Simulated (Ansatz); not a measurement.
Input and output for AlN (NiAs type): DFT, PBE, all-electron LAPW, scalar-relativistic (Ansatz 0.2.0). This run: single point at the cell that PAW relaxed from the NiAs type at 21 GPa.

The cell comes from a relaxation on PAW files under the same functional, begun from a prototype that needn't be the stable phase.

Command: `ansatz run input.yaml --threads 1 --pin off --max-ram 3584MiB --backend cpu --events-out ev --progress --plain --runs-dir out` It took 13 s on 1 thread of Intel(R) Xeon(R) 6975P-C (Granite Rapids), with other jobs on the host, peak memory 0.49 GiB.

```yaml
crystal:
  lattice:
    - [2.7814421008, 0.0, 0.0]
    - [-1.3907210504, 2.4087995184, 0.0]
    - [0.0, 0.0, 4.7737936944]
  atoms:
    - { symbol: Al, position: [0.0, 0.0, 0.0] }
    - { symbol: Al, position: [0.0, 0.0, 0.5] }
    - { symbol: "N", position: [0.3333333333, 0.6666666667, 0.25] }
    - { symbol: "N", position: [0.6666666667, 0.3333333333, 0.75] }
kpoints:
  mp_grid: { grid: [12, 12, 7] }
scf:
  occupations: { method: fermi_dirac, width: 0.08 }
hamiltonian:
  xc: pbe
  pseudopotentials: { kind: all_electron, lapw: { basis_error: 0.0005 } }
output:
  forces: true
  stress: true
  eigenvalues: true
  populations: true
```

Output:

```
Al: projections on atomic orbitals take those of the free atom 1s2 2s2 2p6 3s2 3p1, of charge +0.00 (hamiltonian.pseudopotentials.projection_atoms)
N: projections on atomic orbitals take those of the free atom 1s2 2s2 2p3, of charge +0.00 (hamiltonian.pseudopotentials.projection_atoms)
LAPW: plane waves up to 9.760 Å⁻¹, error target 5.0e-4 eV per atom; small_component_spin mean_spin; N in spheres of 0.966 Å, 7 of its electrons in bands, Dirac shells []; Al in spheres of 1.034 Å, 11 of its electrons in bands, Dirac shells [] (how accurate: hamiltonian.pseudopotentials.lapw.basis_error, Limitations)
Engine: ansatz 0.2.0
Pseudopotentials: kind: all_electron
Pseudopotential: Al, LAPW, valence charge 11, lapw/all_electron/scalar/gaussian/Al, Koelling and Harmon's equation, gaussian nucleus
Pseudopotential: N, LAPW, valence charge 7, lapw/all_electron/scalar/gaussian/N, Koelling and Harmon's equation, gaussian nucleus
Functional definition: PBE
  parameter kappa = 0.804
  parameter beta = 0.06672455060314922
  exchange = pbe_x(kappa = kappa, mu = beta*pi^2/3)
  correlation = pbe_c(beta = beta)
Crystal: 4 atoms, lattice volume = 31.984 Å³
Basis set: ecut = 362.90908564666057 eV, 513 PW (Γ), exchange–correlation at level 2
Bands: 22, of which v1, the nominal top of the filled ones, is band 18 counted from 1 (17 counted from 0)
Symmetry: 24 space group operations
Space group: P63/mmc (ITA 194), of the structure as read, at distance tolerance 3.2e-5 Å
k-points: 76 of 1008
Non-local potential: Al, projectors of the file, none
Non-local potential: N, projectors of the file, none
Initial density: superposition of atomic densities (chi_scale 0.1, normalization cell, long waves kept (reshape's long-wave potential 0.00 eV rms))
Initial wavefunctions: plane waves of lowest kinetic energy (no species holds an atomic orbital)
Functional: x = pbe(κ = 0.804, μ = 0.2195149727645171), c = pbe(β = 0.06672455060314922)
iter 1 solved again at ethr=1.77e-2 eV; its pass at ethr=1.00e-1 eV (dr2=6.39e0 eV) is discarded
SCF iter   1: F=—  HF=-16202.743301 eV  |F-HF|=—  |Δ(HF+E_count)|=         —  Δρ=1.41e-1  dr2=6.38e0  ethr=1.77e-2  ⟨swp⟩=2.0  Hψ=12226  notcnv=0
preconditioner: auto → none  [insulator: Δε(μ)=7.011 eV  Ē_g=16.045 eV  σ=0.080 eV  W_gap=1.00  n_scr=10 (ndim 8)  ℏωp=26.3 eV  f_vac=0.000  D(μ)=0.00/eV (n_scr^D=0)  ε∞_Penn≈3.7]
iter 2 solved again at ethr=3.16e-4 eV; its pass at ethr=1.77e-2 eV (dr2=1.14e-1 eV) is discarded
SCF iter   2: F=—  HF=-16199.629429 eV  |F-HF|=—  |Δ(HF+E_count)|=    3.11e0  Δρ=2.65e-2  dr2=1.14e-1  ethr=3.16e-4  ⟨swp⟩=2.0  Hψ=8966  notcnv=0  defer=1
SCF iter   3: F=—  HF=-16199.350938 eV  |F-HF|=—  |Δ(HF+E_count)|=         —  Δρ=1.56e-2  dr2=6.18e-2  ethr=3.16e-4  ⟨swp⟩=3.0  Hψ=5575  notcnv=0
the basis was enlarged: its passes take 731.7 KiB over the memory plan, 1 of 1 planned eigensolver slots
SCF iter   4: F=—  HF=-16199.349860 eV  |F-HF|=—  |Δ(HF+E_count)|=   1.08e-3  Δρ=1.03e-3  dr2=2.83e-4  ethr=1.72e-4  ⟨swp⟩=2.0  Hψ=4852  notcnv=0
SCF iter   5: F=—  HF=-16199.349913 eV  |F-HF|=—  |Δ(HF+E_count)|=   5.31e-5  Δρ=1.98e-4  dr2=7.49e-6  ethr=7.87e-7  ⟨swp⟩=2.3  Hψ=4814  notcnv=0
SCF iter   6: F=—  HF=-16199.349921 eV  |F-HF|=—  |Δ(HF+E_count)|=   8.58e-6  Δρ=3.03e-5  dr2=8.66e-8  ethr=2.08e-8  ⟨swp⟩=3.0  Hψ=5054  notcnv=0
SCF iter   7: F=-16199.349921 eV  HF=-16199.349921 eV  |F-HF|=1.62e-9  |Δ(HF+E_count)|=   5.18e-8  Δρ=5.34e-6  dr2=4.08e-9  ethr=2.41e-10  ⟨swp⟩=3.0  Hψ=5397  notcnv=0
SCF 1 converged in 7 iterations: F = -16199.349921 eV  dr2 = 4.08e-9
SCF converged after 7 iterations
Free energy (F): -16199.349921 eV
Harris-Foulkes:  -16199.349921 eV  (|F-HF|=1.62e-9)
Internal energy: -16199.349921 eV  (E = F + TS)
E sigma→0 (E₀):  -16199.349921 eV
Fermi energy:    16.423288 eV
--- Per-component energies (eV) ---
  E_band       = -2278.118545
  E_kinetic    = 16230.366838
  E_xc         = -1398.707483
  E_electrostatic = -31031.009276  (all electrons and nuclei)
  E_smearing   = -0.000000  (= −TS)
  E_closure    = 0.000000  (closes the sum)
  E_atoms      = -16171.050877  (free atoms, spherical and without spin; not in F)
  Σ components = -16199.349921   (vs F -16199.349921, Δ=0.00e0)
  Basis errors (estimates in eV, not in F): energy 2.0e-4 per atom: plane waves 1.8e-4 (9.6e-5 summed), levels above the bands 1.3e-41, relativity 1.5e-8, radial functions 2.7e-5, core shells 5.9e-13; eigenvalues (radial functions only) 2.9e-6; not estimated: angular momenta, meshes, grids; target (lapw.basis_error) 5.0e-4; muffin-tin radii N 0.966 Å, Al 1.034 Å
--- Forces (eV/Å), atoms counted from 1 ---
  atom   1  Al     0.00000000    -0.00000000     0.00000000
  atom   2  Al     0.00000000    -0.00000000     0.00000000
  atom   3  N     -0.00000000    -0.00000000     0.00000000
  atom   4  N      0.00000000     0.00000000     0.00000000
  max |Σ_I F_I| component: 2.31e-18 eV/Å
--- Stress (GPa, compression-positive) ---
       20.944530       0.000000       0.000000
       -0.000000      20.944530       0.000000
        0.000000       0.000000      20.926535
  P = ⅓ Tr σ = 20.9385 GPa (209.385 kbar)
--- Band table (eV; the first three rows and the last of 76) ---
  k-point 0: bands = ["-360.8251", "-360.8251", "-88.2079", "-88.1956", "-49.7262", "-49.6582", "-49.6582", "-49.6489", "-49.6489", "-49.6290", "-4.2021", "-1.1059", "4.8141", "12.8695", "12.8695", "13.1463", "13.8001", "13.8001", "19.6695", "20.5987", "22.8381", "26.7191"]
  k-point 1: bands = ["-360.8251", "-360.8251", "-88.2073", "-88.1962", "-49.7214", "-49.6577", "-49.6577", "-49.6494", "-49.6494", "-49.6339", "-4.1016", "-1.3763", "5.2506", "12.5581", "12.9129", "12.9129", "13.7513", "13.7513", "20.0575", "20.6500", "22.9242", "26.4673"]
  k-point 2: bands = ["-360.8251", "-360.8251", "-88.2056", "-88.1979", "-49.7080", "-49.6564", "-49.6564", "-49.6507", "-49.6507", "-49.6474", "-3.8045", "-2.0000", "6.3656", "11.1808", "13.0359", "13.0359", "13.6161", "13.6161", "20.7127", "20.7862", "23.2978", "25.9973"]
  k-point 75: bands = ["-360.8251", "-360.8251", "-88.1998", "-88.1971", "-49.6841", "-49.6733", "-49.6733", "-49.6710", "-49.6710", "-49.6629", "0.1417", "0.1417", "7.1499", "7.2060", "7.2060", "7.6935", "11.9177", "11.9177", "20.5809", "20.5809", "22.4354", "24.0763"]
--- Löwdin populations: 4 sites ---
  site symbol       q [e]
     0     Al     11.9533
     1     Al     11.9533
     2      N      7.9617
     3      N      7.9617
  spilling = 0.004248 (of n_electrons = 40.000000)
```

populations.tsv:

```
# site	symbol	l	j	q
# orbitals = lowdin
# n_electrons = 40.000000
# spilling = 0.004248
# projection_atom_Al: 1s2 2s2 2p6 3s2 3p1
# projection_atom_N: 1s2 2s2 2p3
0	Al	0_1S	-	1.999581
0	Al	0_2S	-	1.964924
0	Al	0_3S	-	0.506264
0	Al	1_2P	-	5.987547
0	Al	1_3P	-	1.495010
1	Al	0_1S	-	1.999581
1	Al	0_2S	-	1.964924
1	Al	0_3S	-	0.506264
1	Al	1_2P	-	5.987547
1	Al	1_3P	-	1.495010
2	N	0_1S	-	1.994560
2	N	0_2S	-	1.404222
2	N	1_2P	-	4.562938
3	N	0_1S	-	1.994560
3	N	0_2S	-	1.404222
3	N	1_2P	-	4.562938
```
